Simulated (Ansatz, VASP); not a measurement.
**One calculation of HfC, two programs**

```
CELL_PARAMETERS angstrom
0.00000 2.32500 2.32500
2.32500 0.00000 2.32500
2.32500 2.32500 0.00000
ATOMIC_POSITIONS crystal
Hf 0.48872 0.50833 0.48842
C 0.99015 0.01910 0.99366
```

Change from the starting cell: atoms moved at random, drawn with an rms of 0.05 Å.

Alike in both runs: task single point; functional PBEsol; k mesh 10 × 10 × 10; occupations fermi-dirac, width 0.05 eV; no spin polarisation.

```csv
,VASP,Ansatz
version,VASP 6.6.1,Ansatz 0.2.0
potentials or method,"VASP PAW PBE potentials, release 64 (Hf_pv, C)",Ansatz PAW
plane-wave cutoff (eV),520,420
valence electrons in the cell,14,30
```

Ansatz gave:

```
gap on the k mesh at the Fermi level (eV)       : none
pressure (GPa)                                  : -6.3
largest component of the traceless stress (GPa) : 0.16
rms of the force components (eV/Å)              : 0.214
```

Question: Which values does VASP return?

Answer: gap on the k mesh at the Fermi level (eV): none; pressure (GPa): -6.7; largest component of the traceless stress (GPa): 0.16; rms of the force components (eV/Å): 0.210.

Atom by atom the forces differ by 0.004 eV/Å (rms over components). A gap of «none» marks a metal or a gap that the smearing closes. The two sets of potentials don't hold the same shells in valence.

Caveats: the PAW data sets were made with another functional, which shifts forces and pressure a little (VASP); the PAW data sets come from PBE, with cores solved anew for the run's functional, which leaves a small shift of forces and pressure (Ansatz). Spin-orbit coupling is left out, which matters for the levels of Hf.
